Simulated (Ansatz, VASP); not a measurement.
**Ti in VASP and in Ansatz**

```xyz
2
Lattice="1.4583 0.8420 4.8296 -1.4583 0.8420 4.8296 0.0000 -1.6840 4.8296" Properties=species:S:1:pos:R:3 pbc="T T T"
Ti    0.0000    0.0000    1.3289
Ti    0.0000    0.0000   13.1599
```

Alike in both runs: task relaxation of cell and atoms; functional PBE; k mesh 9 × 9 × 9; occupations gaussian, width 0.1 eV; no spin polarisation.

|  | VASP | Ansatz |
| --- | --- | --- |
| version | VASP 6.6.1 | Ansatz 0.2.0 |
| potentials or method | VASP PAW PBE potentials, release 64 (Ti_sv) | scalar-relativistic, plane waves, PAW |
| plane-wave cutoff (eV) | 600 | 420 |
| valence electrons in the cell | 24 | 24 |

|  | VASP | Ansatz | Ansatz less VASP |
| --- | --- | --- | --- |
| gap on the k mesh at the Fermi level, each at its own relaxed structure (eV) | none | none | - |
| relaxed volume (Å³/atom) | 17.77 | 17.79 | +0.017 |
| relaxed cell length with the largest relative difference (Å) | 5.128 | 5.132 | +0.0044 |

A gap of «none» marks a metal or a gap that the smearing closes.
